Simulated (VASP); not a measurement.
Set up this calculation in VASP 6.6.1, as the native input.

```yaml
Task: atomic charges
Functional: BLYP
Potentials_or_basis: VASP PAW PBE potentials, release 64 (Ta_pv)
Cutoff: 520 eV
k_mesh: 11 × 11 × 11
Occupations: tetrahedron
Spin: no spin polarisation
Further_INCAR_settings: ALGO = Fast; EDIFF = 1e-06
```

The structure of Ta lies in POSCAR:

```
Ta
1.0
   -1.6512800000      1.6512800000      1.6512800000
    1.6512800000     -1.6512800000      1.6512800000
    1.6512800000      1.6512800000     -1.6512800000
Ta
1
Direct
    0.0000000000      0.0000000000      0.0000000000
```

These files were run (other wordings do the same):

INCAR

```
SYSTEM = Ta
  PREC = Accurate
  ENCUT = 520
  EDIFF = 1E-6
  ISMEAR = -5
  SIGMA = 0.05
  LREAL = .FALSE.
  LASPH = .TRUE.
  NELM = 80
  ALGO = Fast
  ISIF = 2
  LWAVE = .FALSE.
  LCHARG = .TRUE.
  GGA = B5
  ALDAX = 1.0
  AGGAX = 1.0
  AGGAC = 1.0
  ALDAC = 0.0
  LORBIT = 11
  LELF = .TRUE.
  LVHAR = .TRUE.
```

KPOINTS

```
Automatic mesh
0
G
  11 11 11
  0 0 0
```

Potentials or basis: VASP PAW PBE potentials, release 64 (Ta_pv).

The run is started by

```bash
$ cat potpaw_PBE.64/Ta_pv/POTCAR > POTCAR
$ mpirun -np 1 vasp_std > vasp.out
```

It gave:

```json
{
 "Pressure": "10.1 GPa",
 "Band gap on the k mesh": "none (metal or under the smearing width)",
 "Valence electrons inside the program's atomic spheres": "Ta 8.98"
}
```

Caveat: the PAW data sets were made with another functional, which shifts forces and pressure a little; tetrahedron occupations give inexact forces and stress in metals.

Wall time 14 s on 1 thread of AMD EPYC 9R45 (Zen 5) (shared host), peak memory 0.11 GiB.
